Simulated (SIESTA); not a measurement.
SiC (Moissanite):

```
CELL_PARAMETERS angstrom
3.07600 0.00000 0.00000
-1.53800 2.66389 0.00000
0.00000 0.00000 5.04800
ATOMIC_POSITIONS crystal
Si 0.66667 0.33333 0.50000
Si 0.33333 0.66667 0.00000
C 0.66667 0.33333 0.88500
C 0.33333 0.66667 0.38500
```

Program: SIESTA 5.4.2. Alike in all runs: task band structure; no spin polarisation; cell as given; k mesh 10 × 10 × 5; smearing fermi-dirac 0.05 eV; grid cutoff 500 Ry.

**Question.** Order these runs on this cell by their pressure, lowest first.
A. level PBE; potentials or basis PseudoDojo 0.4 standard (PBE files), DZ (energy shift 0.01 Ry); energy shift 0.01 Ry
B. level LDA; potentials or basis PseudoDojo 0.4 standard (LDA files), DZP (energy shift 0.002 Ry); energy shift 0.002 Ry
C. level PBE; potentials or basis PseudoDojo 0.4 standard (PBE files), SZ (energy shift 0.002 Ry); energy shift 0.002 Ry
D. level RPBE; potentials or basis PseudoDojo 0.4 standard (PBE files), DZP (energy shift 0.002 Ry); energy shift 0.002 Ry
E. level PBE; potentials or basis PseudoDojo 0.4 standard (PBE files), TZP (energy shift 0.002 Ry); energy shift 0.002 Ry

**Answer.** B (-1.3 GPa), E (6.3 GPa), D (7.9 GPa), A (21.9 GPa), C (27.2 GPa).

Caveats: the basis of atomic orbitals isn't converged, which shifts pressures, moduli and gaps; the basis has no polarisation orbitals (some runs); so large a pressure means that the cell lies far from this level's equilibrium, or that cutoff or potentials fall short (some runs); the potentials were made for another functional, which shifts forces and pressure (some runs).

Not every run made on this cell is shown here.
